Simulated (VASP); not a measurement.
# GaSe in VASP: notebook, part 2 of 2

VASP 6.6.1.

## Step 4: Single point, PBE

Contents of INCAR:

```
PREC = Accurate
ENCUT = 460
EDIFF = 0.001
ISMEAR = 0
SIGMA = 0.05
LREAL = F
LASPH = T
NELM = 120
ALGO = Normal
ISIF = 2
LWAVE = F
LCHARG = F
LDIPOL = T
IDIPOL = 3
DIPOL = 0.5 0.5 0.500
GGA = PE
NBANDS = 77
LVHAR = T
LVACPOTAV = T
```

Contents of KPOINTS:

```
Automatic mesh
0
Gamma
  7 7 1
```

Contents of POSCAR:

```
GaSe
1.0
    3.7420012726      0.0000000000      0.0000000000
   -1.8710006363      3.2406681631      0.0000000000
    0.0000000000      0.0000000000     32.6947000000
Se Ga
6 6
Direct
    0.6666666667      0.3333333334      0.1835159827
    0.6666666667      0.3333333334      0.3295855292
    0.3333333333      0.6666666666      0.4269652268
    0.3333333333      0.6666666666      0.5730347732
    0.6666666667      0.3333333334      0.6704144708
    0.6666666667      0.3333333334      0.8164840173
    0.3333333333      0.6666666666      0.2210071663
    0.3333333333      0.6666666666      0.2920943456
    0.6666666667      0.3333333334      0.4644564104
    0.6666666667      0.3333333334      0.5355435896
    0.3333333333      0.6666666666      0.7079056544
    0.3333333333      0.6666666666      0.7789928337
```

Potentials or basis: VASP PAW PBE potentials, release 64 (Se, Ga_d).

On the command line:

```
cat potpaw_PBE.64/Se/POTCAR potpaw_PBE.64/Ga_d/POTCAR > POTCAR
mpirun -np 1 vasp_std > vasp.out
```

OUTCAR:

```text
PREC = Accurate
   ENCUT = 460
   EDIFF = 0.001
   ISMEAR = 0
   LREAL = F
   LASPH = T
   NELM = 120
   ISIF = 2
   GGA = PE

 Found      8 irreducible k-points:

 Following reciprocal coordinates:
            Coordinates               Weight
  0.000000  0.000000  0.000000      1.000000
  0.142857 -0.000000  0.000000      6.000000
  0.285714  0.000000  0.000000      6.000000
  0.428571  0.000000  0.000000      6.000000
  0.142857  0.142857  0.000000      6.000000
  0.285714  0.142857  0.000000     12.000000
   k-points           NKPTS =      8   k-points in BZ     NKDIM =      8   number of bands    NBANDS=     77
   number of dos      NEDOS =    301   number of ions     NIONS =     12
   total plane-waves  NPLWV = 188160
   dimension x,y,z NGX =    28 NGY =   28 NGZ =  240
   dimension x,y,z NGXF=    56 NGYF=   56 NGZF=  480
   ions per type =               6   6
   NGX,Y,Z   is equivalent  to a cutoff of  12.44, 12.44, 12.20 a.u.
   NGXF,Y,Z  is equivalent  to a cutoff of  24.88, 24.88, 24.41 a.u.
 SYSTEM =  unknown system
   PREC   = accura    normal or accurate (medium, high low for compatibility)
   ISTART =      0    job   : 0-new  1-cont  2-samecut
   ICHARG =      2    charge: 1-file 2-atom 10-const
   ISPIN  =      1    spin polarized calculation?
   LNONCOLLINEAR =      F non collinear calculations
   LSORBIT =      F    spin-orbit coupling
   LASPH  =      T    aspherical Exc in radial PAW
   ENCUT  =  460.0 eV  33.81 Ry    5.81 a.u.   6.54  6.54 57.18*2*pi/ulx,y,z
   NELM   =    120;   NELMIN=  2; NELMDL= -5     # of ELM steps
   EDIFF  = 0.1E-02   stopping-criterion for ELM
   LREAL  =      F    real-space projection
   EDIFFG = 0.1E-01   stopping-criterion for IOM
   NSW    =      0    number of steps for IOM
   IBRION =     -1    ionic relax: 0-MD 1-quasi-New 2-CG
   NFREE  =      0    steps in history (QN), initial steepest desc. (CG)
   ISIF   =      2    stress and relaxation
   ISYM   =      2    0-nonsym 1-usesym 2-fastsym
   POTIM  = 0.5000    time-step for ionic-motion
   TEBEG  =    0.0;   TEEND  =   0.0 temperature during run
   PSTRESS=    0.0 pullay stress
   NELECT =     114.0000    total number of electrons
[... 25 lines left out ...]
   NGX = 13   NGY = 13   NGZ =115

 number of electron     114.0000051 magnetization

 dipolmoment           0.000000      0.000000     -0.000000 electrons x Angstroem

 Free energy of the ion-electron system (eV)
  ---------------------------------------------------
  ext. energy  EPLUGINS =         0.00000000
  ---------------------------------------------------
  free energy    TOTEN  =       -45.11443127 eV

  energy without entropy =      -45.11443127  energy(sigma->0) =      -45.11443127

 E-fermi :   0.9817     XC(G=0):  -7.1940

 val. band max:        0.7640470116   @ k =   0.0000   0.0000   0.0000
 cond. band min:       2.3927970962   @ k =   0.0000   0.0000   0.0000
 fundamental gap:      1.6287500847
 Fermi energy:         0.9816722341

 k-point     1 :       0.0000    0.0000    0.0000
  band No.  band energies     occupation
      1     -14.1349      2.00000
      2     -14.1278      2.00000
      3     -14.1278      2.00000
      4     -13.9519      2.00000
      5     -13.9519      2.00000
      6     -13.9450      2.00000
[... 421 lines left out ...]
     68       5.7682      0.00000
     69       5.8064      0.00000

 [... further k-points ...]

 [bands above 69 left out]

------------------------ aborting loop because EDIFF is reached ----------------------------------------

  FORCE on cell =-STRESS in cart. coord.  units (eV):
  Direction    XX          YY          ZZ          XY          YZ          ZX
  --------------------------------------------------------------------------------------
  -------------------------------------------------------------------------------------
  Total        3.0520953      3.0520953      8.2090282      0.0000000      0.0000000     -0.0000000
  in kB       12.3336842     12.3336842     33.1731321      0.0000000      0.0000000     -0.0000000
  external PRESSURE =      19.2801668 kB  Pullay stress =       0.0000000 kB

 VOLUME and BASIS-vectors are now :
 -----------------------------------------------------------------------------
  energy-cutoff  :      460.00
  volume of cell :      396.48
      direct lattice vectors                 reciprocal lattice vectors
     3.742001273  0.000000000  0.000000000     0.267236681  0.154289170  0.000000000
    -1.871000636  3.240668163  0.000000000     0.000000000  0.308578339  0.000000000
     0.000000000  0.000000000 32.694700000     0.000000000  0.000000000  0.030585997

 POSITION                                       TOTAL-FORCE (eV/Angst)
 -----------------------------------------------------------------------------------
      1.87100      1.08022      6.00000         0.000000      0.000000      0.103980
      1.87100      1.08022     10.77570         0.000000      0.000000     -0.217144
     -0.00000      2.16045     13.95950        -0.000000      0.000000      0.220548
     -0.00000      2.16045     18.73520        -0.000000      0.000000     -0.220548
      1.87100      1.08022     21.91900         0.000000      0.000000      0.217144
      1.87100      1.08022     26.69470         0.000000      0.000000     -0.103980
     -0.00000      2.16045      7.22576         0.000000      0.000000     -1.325232
     -0.00000      2.16045      9.54994         0.000000      0.000000      1.279428
      1.87100      1.08022     15.18526        -0.000000      0.000000     -1.238049
      1.87100      1.08022     17.50944        -0.000000     -0.000000      1.238049
     -0.00000      2.16045     23.14476         0.000000      0.000000     -1.279428
     -0.00000      2.16045     25.46894         0.000000     -0.000000      1.325232
 -----------------------------------------------------------------------------------
    total drift:                                0.000003     -0.000002     -0.000000

  FREE ENERGIE OF THE ION-ELECTRON SYSTEM (eV)
  ---------------------------------------------------
  free  energy   TOTEN  =       -45.1144312699 eV

  energy  without entropy=      -45.1144312699  energy(sigma->0) =      -45.11443127
```

OSZICAR:

```text
N       E                     dE             d eps       ncg     rms          rms(c)
DAV:   1     0.112052159141E+04    0.11205E+04   -0.46203E+04  1397   0.173E+03
DAV:   2     0.172445830641E+03   -0.94808E+03   -0.88548E+03  1360   0.517E+02
DAV:   3    -0.269904678729E+02   -0.19944E+03   -0.19153E+03  1528   0.173E+02
DAV:   4    -0.451394158882E+02   -0.18149E+02   -0.17900E+02  1568   0.517E+01
DAV:   5    -0.458645597108E+02   -0.72514E+00   -0.72376E+00  1640   0.107E+01    0.922E+00
DAV:   6    -0.452201584631E+02    0.64440E+00   -0.94021E-01  1872   0.113E+01    0.555E+00
DAV:   7    -0.451102501225E+02    0.10991E+00   -0.98001E-01  1392   0.373E+00    0.809E-01
DAV:   8    -0.451127573062E+02   -0.25072E-02   -0.14394E-01  1440   0.344E+00    0.497E-01
DAV:   9    -0.451145005432E+02   -0.17432E-02   -0.25575E-02  1456   0.209E+00    0.146E-01
DAV:  10    -0.451144312699E+02    0.69273E-04   -0.45876E-03  1374   0.100E+00
   1 F= -.45114431E+02 E0= -.45114431E+02  d E =-.341038E-11
```

stdout:

```text
POSCAR found type information on POSCAR SeGa
 POSCAR found :  2 types and      12 ions
 scaLAPACK will be used
 LDA part: xc-table for (Slater+PW92), standard interpolation
 POSCAR, INCAR and KPOINTS ok, starting setup
 FFT: planning ... GRIDC
[... 28 lines left out ...]
|                                                                             |
|     Did not find any points to average over, which means that no vacuum     |
|     field-free region was found. Please increase the size of  your cell     |
|     in the dimension of the dipole correction to obtain accurate            |
|     workfunction values.                                                    |
|                                                                             |
 -----------------------------------------------------------------------------
```

Wall time 3 min (1 thread of Intel Xeon Platinum 8488C (Sapphire Rapids), shared host); peak memory 0.48 GiB.

These settings aren't checked as converged: the numbers below hold their error.

Results:

```yaml
Free_energy: -45.1144 eV
Largest_force: 1.325 eV/Å
Band_gap_on_the_k_mesh: 1.63 eV, direct
```
